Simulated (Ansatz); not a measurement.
# ⁹⁹Ru nuclear quadrupole resonance in RuS2

Cell: a Materials Project structure (computed, not necessarily an observed phase).

```cif
data_RuS2
_symmetry_space_group_name_H-M 'Pa-3'
_symmetry_Int_Tables_number 205
_cell_length_a 5.6306
_cell_length_b 5.6306
_cell_length_c 5.6306
_cell_angle_alpha 90.000
_cell_angle_beta 90.000
_cell_angle_gamma 90.000
loop_
_atom_site_label
_atom_site_type_symbol
_atom_site_symmetry_multiplicity
_atom_site_Wyckoff_symbol
_atom_site_fract_x
_atom_site_fract_y
_atom_site_fract_z
Ru Ru 4 a 0.0000 0.5000 0.5000
S S 8 c 0.3882 0.1118 0.8882
```

One atom of each set is listed.

Level of theory: DFT, PBE, plane waves and PAW, scalar-relativistic, collinear spin, 550 eV cutoff, Γ-centred 5×5×5 k-points, Fermi–Dirac smearing 0.02 eV (Ansatz 0.2.0). Start moments as typed (μB): 2 on each Ru, none on the rest.

⁹⁹Ru: I = 5/2, Q = 79.00 mb (year-2017 value). Static lattice, zero field.

Question: At which frequencies do the ⁹⁹Ru NQR lines lie?

Answer: For I = 5/2 and η = 0 the lines are 3|C_Q|/20 and twice that; η pulls their ratio below 2.

```tsv
site	atoms	V_zz (10²¹ V/m²)	C_Q (MHz)	η	line frequencies (MHz)
Ru	4	-4.70	-8.98	0.00	1.35, 2.69
```

Question: And for ¹⁰¹Ru (I = 5/2, Q = 457.0 mb) on Ru?

Answer: C_Q scales with Q to -52.0 MHz, with lines at 7.79, 15.6 MHz.

An axis of threefold or higher order runs through Ru, so V_zz lies along it and η is zero.

Without spin–orbit coupling (the program notes it for Ru) the gradients can shift somewhat, as the gap is small. With these PAW files V_zz is typically within 2 to 3 % of all-electron values, but misses above 10 % occur on Ru. The start moments die out, and the run ends without spin.
